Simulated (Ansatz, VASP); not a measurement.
**As: VASP beside Ansatz**

```
CELL_PARAMETERS angstrom
-3.49652 3.49652 3.49652
3.49652 -3.49652 3.49652
3.49652 3.49652 -3.49652
ATOMIC_POSITIONS crystal
As 0.75000 0.75000 0.75000
As 0.50000 0.00000 0.75000
As 0.00000 0.75000 0.50000
As 0.75000 0.50000 0.00000
```

Alike in both runs: functional PBE; k mesh 10 × 10 × 10; occupations gaussian, width 0.1 eV; no spin polarisation.

Ansatz relaxed the structure, and its values are those at the end. VASP's run is a single point on that final structure, the one shown.

```csv
,VASP,Ansatz
version,VASP 6.6.1,Ansatz 0.2.0
potentials or method,"VASP PAW PBE potentials, release 64 (As)","scalar-relativistic, plane waves, PAW"
plane-wave cutoff (eV),520,420
valence electrons in the cell,20,60
```

```tsv
	VASP	Ansatz	Ansatz less VASP
gap on the k mesh at the Fermi level (eV)	none	none	-
pressure (GPa)	0.1	0.0	-0.12
```

A gap of «none» marks a metal or a gap that the smearing closes. With one functional, cell and mesh, what is left measures potentials, basis and numerics. The two sets of potentials don't hold the same shells in valence.
